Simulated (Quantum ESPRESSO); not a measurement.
# Al (Im-3m) in Quantum ESPRESSO: a series of runs, part 2 of 2

Quantum ESPRESSO 7.5. The steps go on from the part before.

### Step 4. Energy-loss spectrum, PBEsol

Input file pw.in:

```
&CONTROL
  calculation = 'scf'
  prefix = 'pwscf'
  outdir = './tmp'
  pseudo_dir = './pseudo'
  tprnfor = .true.
  tstress = .true.
  disk_io = 'low'
/
&SYSTEM
  ibrav = 0
  nat = 1
  ntyp = 1
  ecutwfc = 40
  nbnd = 6
  occupations = 'smearing'
  smearing = 'mv'
  degauss = 0.01469973
/
&ELECTRONS
  conv_thr = 2d-10
  electron_maxstep = 120
  mixing_beta = 0.5
/
ATOMIC_SPECIES
Al    26.9815 Al.upf
CELL_PARAMETERS angstrom
  -1.5912186900    1.5912186900    1.5912186900
   1.5912186900   -1.5912186900    1.5912186900
   1.5912186900    1.5912186900   -1.5912186900
ATOMIC_POSITIONS angstrom
Al     0.0000000000    0.0000000000    0.0000000000
K_POINTS automatic
12 12 12 1 1 1
```

Input file scf2.in:

```
&CONTROL
  calculation = 'scf'
  prefix = 'pwscf'
  outdir = './tmp'
  pseudo_dir = './pseudo'
  tprnfor = .true.
  tstress = .true.
  disk_io = 'low'
/
&SYSTEM
  ibrav = 0
  nat = 1
  ntyp = 1
  ecutwfc = 40
  nbnd = 6
  occupations = 'smearing'
  smearing = 'mv'
  degauss = 0.01469973
/
&ELECTRONS
  conv_thr = 1d-11
  electron_maxstep = 120
  mixing_beta = 0.5
  startingpot = 'file'
  startingwfc = 'file'
/
ATOMIC_SPECIES
Al    26.9815 Al.upf
CELL_PARAMETERS angstrom
  -1.5912186900    1.5912186900    1.5912186900
   1.5912186900   -1.5912186900    1.5912186900
   1.5912186900    1.5912186900   -1.5912186900
ATOMIC_POSITIONS angstrom
Al     0.0000000000    0.0000000000    0.0000000000
K_POINTS automatic
12 12 12 1 1 1
```

Input file eels.in:

```
&LR_INPUT
  prefix = 'pwscf'
  outdir = './tmp'
  restart_step = 5000
  restart = .false.
/
&LR_CONTROL
  calculator = 'lanczos'
  approximation = 'TDDFT'
  q1 = 0
  q2 = 0
  q3 = 0.328981816
  itermax = 300
/
```

Input file spectrum.in:

```
&LR_INPUT
  prefix = 'pwscf'
  outdir = './tmp'
  eels = .true.
  itermax0 = 300
  itermax = 20000
  extrapolation = 'osc'
  epsil = 0.03
  units = 1
  start = 0
  end = 40
  increment = 0.2
/
```

Input file spectrum_short.in:

```
&LR_INPUT
  prefix = 'pwscf'
  outdir = './tmp'
  eels = .true.
  itermax0 = 200
  itermax = 20000
  extrapolation = 'osc'
  epsil = 0.03
  units = 1
  start = 0
  end = 40
  increment = 0.2
/
```

Potentials or basis: PseudoDojo 0.4.1 SR PBEsol standard.

The run is started by

```console
$ OMP_NUM_THREADS=1 pw.x -in pw.in > pw.out
$ OMP_NUM_THREADS=1 pw.x -in scf2.in > scf2.out
$ OMP_NUM_THREADS=1 turbo_eels.x -in eels.in > eels.out
$ OMP_NUM_THREADS=1 turbo_spectrum.x -in spectrum.in > spectrum.out
$ OMP_NUM_THREADS=1 turbo_spectrum.x -in spectrum_short.in > spectrum_short.out
```

pw.out:

```text
This program is part of the open-source Quantum ESPRESSO suite
     for quantum simulation of materials; please cite
[... 9 lines left out ...]
     --------------------
     sticks:   dense  smooth     PW     G-vecs:    dense   smooth      PW
     Sum         333     333    117                 3781     3781     767

     Using Slab Decomposition

     bravais-lattice index     =            0
     lattice parameter (alat)  =       5.2082  a.u.
     unit-cell volume          =     108.7542 (a.u.)^3
     number of atoms/cell      =            1
     number of atomic types    =            1
     number of electrons       =         3.00
     number of Kohn-Sham states=            6
     kinetic-energy cutoff     =      40.0000  Ry
     charge density cutoff     =     160.0000  Ry
     scf convergence threshold =      2.0E-10
     mixing beta               =       0.5000
[... 155 lines left out ...]
     Davidson diagonalization with overlap
     ethr =  9.94E-10,  avg # of iterations =  1.6
[... 4 lines left out ...]
     iteration #  6     ecut=    40.00 Ry     beta= 0.50
     Davidson diagonalization with overlap
     ethr =  9.01E-11,  avg # of iterations =  1.4

     End of self-consistent calculation

          k = 0.0722 0.0722 0.0722 (   456 PWs)   bands (ev):

    -2.8691  19.4219  19.4368  19.4368  23.3721  23.3721

          k = 0.1443 0.1443 0.0722 (   464 PWs)   bands (ev):
[... 263 lines left out ...]
          k = 0.0000 0.0000 0.7939 (   470 PWs)   bands (ev):

     8.4971  10.1118  10.1118  11.1721  12.2815  14.5438

     the Fermi energy is     8.2229 ev

!    total energy              =      -4.63308040 Ry
     estimated scf accuracy    <          8.9E-12 Ry
     smearing contrib. (-TS)   =      -0.00028052 Ry
     internal energy E=F+TS    =      -4.63279988 Ry

     The total energy is F=E-TS. E is the sum of the following terms:
     one-electron contribution =       2.98532440 Ry
     hartree contribution      =       0.00482784 Ry
     xc contribution           =      -2.17675075 Ry
     ewald contribution        =      -5.44620137 Ry

     convergence has been achieved in   6 iterations

     Forces acting on atoms (cartesian axes, Ry/au):

     atom    1 type  1   force =     0.00000000    0.00000000    0.00000000

     Total force =     0.000000     Total SCF correction =     0.000000

     Computing stress (Cartesian axis) and pressure

          total   stress  (Ry/bohr**3)                   (kbar)     P=       22.05
   0.00014992  -0.00000000  -0.00000000           22.05       -0.00       -0.00
  -0.00000000   0.00014992  -0.00000000           -0.00       22.05       -0.00
  -0.00000000  -0.00000000   0.00014992           -0.00       -0.00       22.05

=------------------------------------------------------------------------------=
   JOB DONE.
=------------------------------------------------------------------------------=
```

eels.out:

```text
This program is part of the open-source Quantum ESPRESSO suite
     for quantum simulation of materials; please cite
         "P. Giannozzi et al., J. Phys.:Condens. Matter 21 395502 (2009);
         "P. Giannozzi et al., J. Phys.:Condens. Matter 29 465901 (2017);
         "P. Giannozzi et al., J. Chem. Phys. 152 154105 (2020);
     in publications or presentations arising from this work. More details at

[... 370 lines left out ...]
     gamma(00000300)= 19.928416
     z1=       1 -0.570956567986818E-02 -0.391554382372617E-12
     End of Lanczos iterations

     Finished linear response calculation...

     US routines

     EELS routines

=------------------------------------------------------------------------------=
   JOB DONE.
=------------------------------------------------------------------------------=
```

It took 1.7 min on 1 thread of Arm Neoverse V1, shared host; peak memory 0.16 GiB.

What came out:

```
Free energy                      : -63.0363 eV
Pressure                         : 2.2 GPa
Band gap on the k mesh           : none (metal or under the smearing width)
Peak of the energy-loss function : 16.8 eV
```

Energy-loss function at q = [0.0, 0.0, 0.75] (Å⁻¹, cartesian):
```csv
energy (eV),loss
0.0,0.000
1.8,0.017
3.4,0.050
5.2,0.087
7.0,0.150
8.6,0.230
10.4,0.194
12.2,0.209
13.8,0.413
15.6,2.126
17.4,5.906
19.0,0.833
20.8,0.258
22.4,0.138
24.2,0.092
26.0,0.071
27.6,0.056
29.4,0.041
31.2,0.030
32.8,0.025
34.6,0.026
36.4,0.027
38.0,0.023
39.8,0.018
```

### Step 5. Energy-loss spectrum, PBEsol

pw.in is that of step 4.

scf2.in is that of step 4.

eels.in: that of step 4 with these lines changed.

```diff
@@ -11,3 +11,3 @@
   q2 = 0
-  q3 = 0.328981816
+  q3 = 0.4386424214
   itermax = 300
```

spectrum.in is that of step 4.

spectrum_short.in is that of step 4.

Potentials or basis: PseudoDojo 0.4.1 SR PBEsol standard.

The run is started by

```console
$ OMP_NUM_THREADS=1 pw.x -in pw.in > pw.out
$ OMP_NUM_THREADS=1 pw.x -in scf2.in > scf2.out
$ OMP_NUM_THREADS=1 turbo_eels.x -in eels.in > eels.out
$ OMP_NUM_THREADS=1 turbo_spectrum.x -in spectrum.in > spectrum.out
$ OMP_NUM_THREADS=1 turbo_spectrum.x -in spectrum_short.in > spectrum_short.out
```

pw.out:

```text
This program is part of the open-source Quantum ESPRESSO suite
     for quantum simulation of materials; please cite
[... 9 lines left out ...]
     --------------------
     sticks:   dense  smooth     PW     G-vecs:    dense   smooth      PW
     Sum         333     333    117                 3781     3781     767

     Using Slab Decomposition

     bravais-lattice index     =            0
     lattice parameter (alat)  =       5.2082  a.u.
     unit-cell volume          =     108.7542 (a.u.)^3
     number of atoms/cell      =            1
     number of atomic types    =            1
     number of electrons       =         3.00
     number of Kohn-Sham states=            6
     kinetic-energy cutoff     =      40.0000  Ry
     charge density cutoff     =     160.0000  Ry
     scf convergence threshold =      2.0E-10
     mixing beta               =       0.5000
     number of iterations used =            8  plain     mixing
     Exchange-correlation= PBESOL
                           (   1   4  10   8   0   0   0)

     celldm(1)=   5.208221  celldm(2)=   0.000000  celldm(3)=   0.000000
     celldm(4)=   0.000000  celldm(5)=   0.000000  celldm(6)=   0.000000

     crystal axes: (cart. coord. in units of alat)
               a(1) = (  -0.577350   0.577350   0.577350 )
               a(2) = (   0.577350  -0.577350   0.577350 )
               a(3) = (   0.577350   0.577350  -0.577350 )

     reciprocal axes: (cart. coord. in units 2 pi/alat)
               b(1) = ( -0.000000  0.866025  0.866025 )
               b(2) = (  0.866025 -0.000000  0.866025 )
               b(3) = (  0.866025  0.866025  0.000000 )

     PseudoPot. # 1 for Al read from file:
     Al.upf
     Pseudo is Norm-conserving + core correction, Zval =  3.0
     Generated using ONCVPSP code by D. R. Hamann
     Using radial grid of 1876 points,  6 beta functions with:
                l(1) =   0
                l(2) =   0
                l(3) =   1
                l(4) =   1
                l(5) =   2
                l(6) =   2

     atomic species   valence    mass     pseudopotential
     Al                3.00    26.98150     Al( 1.00)

     48 Sym. Ops., with inversion, found

   Cartesian axes

     site n.     atom                  positions (alat units)
         1        Al     tau(   1) = (   0.0000000   0.0000000   0.0000000  )

     number of k points=    68  Marzari-Vanderbilt smearing, width (Ry)=  0.0147
                       cart. coord. in units 2pi/alat
        k(    1) = (   0.0721688   0.0721688   0.0721688), wk =   0.0092593
        k(    2) = (   0.1443376   0.1443376   0.0721688), wk =   0.0277778
        k(    3) = (   0.2165064   0.2165064   0.0721688), wk =   0.0277778
        k(    4) = (   0.2886751   0.2886751   0.0721688), wk =   0.0277778
        k(    5) = (   0.3608439   0.3608439   0.0721688), wk =   0.0277778
        k(    6) = (   0.4330127   0.4330127   0.0721688), wk =   0.0138889
[... 60 lines left out ...]
        k(   67) = (  -0.7938566  -0.0721688  -0.0721688), wk =   0.0092593
        k(   68) = (   0.0000000   0.0000000   0.7938566), wk =   0.0069444

     Dense  grid:     3781 G-vectors     FFT dimensions: (  24,  24,  24)

     Initial potential from superposition of free atoms

     starting charge       2.9977, renormalised to       3.0000
     Starting wfcs are    4 randomized atomic wfcs +    2 random wfcs

     Self-consistent Calculation

     iteration #  1     ecut=    40.00 Ry     beta= 0.50
     Davidson diagonalization with overlap
     ethr =  1.00E-02,  avg # of iterations =  6.2

     Threshold (ethr) on eigenvalues was too large:
     Diagonalizing with lowered threshold

     Davidson diagonalization with overlap
     ethr =  1.77E-04,  avg # of iterations =  3.1

     total energy              =      -4.63343482 Ry
     estimated scf accuracy    <       0.00524127 Ry

     iteration #  2     ecut=    40.00 Ry     beta= 0.50
     Davidson diagonalization with overlap
     ethr =  1.75E-04,  avg # of iterations =  1.1

     total energy              =      -4.63303233 Ry
     estimated scf accuracy    <       0.00109498 Ry

     iteration #  3     ecut=    40.00 Ry     beta= 0.50
     Davidson diagonalization with overlap
     ethr =  3.65E-05,  avg # of iterations =  1.6

     total energy              =      -4.63307778 Ry
     estimated scf accuracy    <       0.00000084 Ry

     iteration #  4     ecut=    40.00 Ry     beta= 0.50
     Davidson diagonalization with overlap
     c_bands:  2 eigenvalues not converged
     ethr =  2.80E-08,  avg # of iterations =  4.8

     total energy              =      -4.63308039 Ry
     estimated scf accuracy    <       0.00000003 Ry

     iteration #  5     ecut=    40.00 Ry     beta= 0.50
     Davidson diagonalization with overlap
     ethr =  9.94E-10,  avg # of iterations =  1.6

     total energy              =      -4.63308040 Ry
     estimated scf accuracy    <          2.7E-09 Ry

     iteration #  6     ecut=    40.00 Ry     beta= 0.50
     Davidson diagonalization with overlap
     ethr =  9.01E-11,  avg # of iterations =  1.4

     End of self-consistent calculation

          k = 0.0722 0.0722 0.0722 (   456 PWs)   bands (ev):

    -2.8691  19.4219  19.4368  19.4368  23.3721  23.3721

          k = 0.1443 0.1443 0.0722 (   464 PWs)   bands (ev):

    -2.2629  15.9690  17.9480  18.0709  22.4392  23.0842

          k = 0.2165 0.2165 0.0722 (   464 PWs)   bands (ev):

    -1.2581  12.5644  16.6853  16.9527  21.3809  22.1692

          k = 0.2887 0.2887 0.0722 (   466 PWs)   bands (ev):

     0.1365   9.4167  15.7579  16.1372  20.5455  21.4398

          k = 0.3608 0.3608 0.0722 (   466 PWs)   bands (ev):

     1.9070   6.5859  15.1951  15.6429  20.0272  20.9725

          k = 0.4330 0.4330 0.0722 (   462 PWs)   bands (ev):

     3.8018   4.3366  15.0065  15.4776  19.8524  20.8122

          k =-0.0000-0.0000 0.0722 (   450 PWs)   bands (ev):

    -3.0718  20.4369  20.4369  21.6180  22.4075  23.1493

          k = 0.2165 0.1443 0.1443 (   465 PWs)   bands (ev):

    -1.4585  14.3162  14.8020  16.7743  23.3510  23.3612

          k = 0.2887 0.2165 0.1443 (   465 PWs)   bands (ev):

    -0.2605  11.2494  13.5153  15.7575  22.5439  23.8350

          k = 0.3608 0.2887 0.1443 (   467 PWs)   bands (ev):

     1.3203   8.2803  12.7676  15.0621  21.9072  23.7373

          k = 0.4330 0.3608 0.1443 (   471 PWs)   bands (ev):

     3.2580   5.6409  12.3946  14.7103  21.5752  23.5505

          k = 0.0000-0.0722 0.1443 (   459 PWs)   bands (ev):

    -2.6667  17.6406  18.8723  20.8756  21.1928  22.1785

          k = 0.3608 0.2165 0.2165 (   473 PWs)   bands (ev):

     1.1239  10.0157  10.7195  14.8969  23.5725  23.8657

          k = 0.4330 0.2887 0.2165 (   472 PWs)   bands (ev):

     2.8799   7.4999   9.8714  14.3677  23.2916  25.0701

          k = 0.5052 0.3608 0.2165 (   472 PWs)   bands (ev):

     4.7421   5.3046   9.6660  14.1897  23.1440  25.9616

          k =-0.0000-0.1443 0.2165 (   466 PWs)   bands (ev):

    -1.8601  14.1936  17.5330  19.6576  19.8587  21.8239

          k = 0.0722-0.0722 0.2165 (   460 PWs)   bands (ev):

    -2.0613  15.9144  16.2405  20.0057  20.8472  21.3755

          k = 0.5052 0.2887 0.2887 (   467 PWs)   bands (ev):
[... 157 lines left out ...]
     3.6551   8.2396  10.4983  15.3857  17.6663  21.6470

          k =-0.7939-0.2165-0.2165 (   463 PWs)   bands (ev):

     5.4965   6.0744  10.3038  15.2453  19.1910  19.8234

          k =-0.7217-0.1443-0.2165 (   461 PWs)   bands (ev):

     5.5411   7.5650   8.3007  16.7551  17.5078  19.4498

          k =-0.0000-0.0000 0.5052 (   462 PWs)   bands (ev):

     1.7143  12.2390  12.2390  13.6113  15.3623  23.9830

          k =-0.0000-0.0722 0.5774 (   459 PWs)   bands (ev):

     3.2719  10.0342  11.5297  13.4422  15.4208  21.4304

          k = 0.0000-0.1443 0.6495 (   464 PWs)   bands (ev):

     5.1749   7.5161  11.1753  13.2305  16.8518  19.1216

          k = 0.0722-0.0722 0.6495 (   464 PWs)   bands (ev):

     4.9955   9.2384   9.7939  13.9472  15.1165  18.9314

          k =-0.7939-0.1443-0.1443 (   468 PWs)   bands (ev):

     6.8130   7.3446   9.4063  14.1761  15.9908  17.2442

          k =-0.0000-0.0000 0.6495 (   466 PWs)   bands (ev):

     4.8089  10.8201  10.8201  11.9858  13.7829  18.7506

          k = 0.0000-0.0722 0.7217 (   468 PWs)   bands (ev):

     6.6813   8.9282  10.4659  12.2244  14.0725  16.4814

          k =-0.7939-0.0722-0.0722 (   478 PWs)   bands (ev):

     8.4909   8.4909   9.2322  13.1737  13.1737  15.2264

          k = 0.0000 0.0000 0.7939 (   470 PWs)   bands (ev):

     8.4971  10.1118  10.1118  11.1721  12.2815  14.5438

     the Fermi energy is     8.2229 ev

!    total energy              =      -4.63308040 Ry
     estimated scf accuracy    <          8.9E-12 Ry
     smearing contrib. (-TS)   =      -0.00028052 Ry
     internal energy E=F+TS    =      -4.63279988 Ry

     The total energy is F=E-TS. E is the sum of the following terms:
     one-electron contribution =       2.98532440 Ry
     hartree contribution      =       0.00482784 Ry
     xc contribution           =      -2.17675075 Ry
     ewald contribution        =      -5.44620137 Ry

     convergence has been achieved in   6 iterations

     Forces acting on atoms (cartesian axes, Ry/au):

     atom    1 type  1   force =     0.00000000    0.00000000    0.00000000

     Total force =     0.000000     Total SCF correction =     0.000000

     Computing stress (Cartesian axis) and pressure

          total   stress  (Ry/bohr**3)                   (kbar)     P=       22.05
   0.00014992  -0.00000000  -0.00000000           22.05       -0.00       -0.00
  -0.00000000   0.00014992  -0.00000000           -0.00       22.05       -0.00
  -0.00000000  -0.00000000   0.00014992           -0.00       -0.00       22.05

=------------------------------------------------------------------------------=
   JOB DONE.
=------------------------------------------------------------------------------=
```

It took 1.7 min on 1 thread of Arm Neoverse V1, shared host; peak memory 0.16 GiB.

Results:

* Free energy: -63.0363 eV
* Pressure: 2.2 GPa
* Band gap on the k mesh: none (metal or under the smearing width)
* Peak of the energy-loss function: 18.4 eV

Energy-loss function at q = [0.0, 0.0, 1.0] (Å⁻¹, cartesian):
```json
{"energy (eV)": "0.0", "loss": "0.000"}
{"energy (eV)": "1.8", "loss": "0.016"}
{"energy (eV)": "3.4", "loss": "0.060"}
{"energy (eV)": "5.2", "loss": "0.123"}
{"energy (eV)": "7.0", "loss": "0.178"}
{"energy (eV)": "8.6", "loss": "0.245"}
{"energy (eV)": "10.4", "loss": "0.389"}
{"energy (eV)": "12.2", "loss": "0.378"}
{"energy (eV)": "13.8", "loss": "0.353"}
{"energy (eV)": "15.6", "loss": "0.611"}
{"energy (eV)": "17.4", "loss": "3.041"}
{"energy (eV)": "19.0", "loss": "4.314"}
{"energy (eV)": "20.8", "loss": "0.594"}
{"energy (eV)": "22.4", "loss": "0.255"}
{"energy (eV)": "24.2", "loss": "0.143"}
{"energy (eV)": "26.0", "loss": "0.093"}
{"energy (eV)": "27.6", "loss": "0.070"}
{"energy (eV)": "29.4", "loss": "0.053"}
{"energy (eV)": "31.2", "loss": "0.039"}
{"energy (eV)": "32.8", "loss": "0.034"}
{"energy (eV)": "34.6", "loss": "0.036"}
{"energy (eV)": "36.4", "loss": "0.033"}
{"energy (eV)": "38.0", "loss": "0.026"}
{"energy (eV)": "39.8", "loss": "0.019"}
```
